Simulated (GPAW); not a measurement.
## Pd: equation of state with vdW-DF2

Pd:

```xyz
1
Lattice="0.0000 1.9465 1.9465 1.9465 0.0000 1.9465 1.9465 1.9465 0.0000" Properties=species:S:1:pos:R:3 pbc="T T T"
Pd    0.0000    0.0000    0.0000
```

```
Program             : GPAW 26.7.0
Task                : equation of state
Functional          : vdW-DF2
Potentials or basis : GPAW PAW data sets (gpaw-data 1.2.1)
Cutoff              : 600 eV
Basis               : pw
k mesh              : 9 × 9 × 9
Occupations         : fermi-dirac, width 0.05 eV
Spin                : no spin polarisation
Maxiter             : 150
Eos scales          : [0.94, 0.96, 0.98, 1.0, 1.02, 1.04, 1.06]
```

```
Equilibrium volume : outside the volumes run
```

Energy against volume, from the lowest point:
```csv
volume (Å³/atom),energy (meV/atom)
13.865,343.77
14.160,261.03
14.455,189.97
14.750,129.37
15.045,78.14
15.340,35.31
15.635,0.00
```

Run time: 40 s on 1 thread of AMD EPYC 7B13 (Zen 3), with other jobs on the host, peak memory 0.23 GiB.

Caveat: the PAW data sets were made with another functional, which shifts forces and pressure a little.
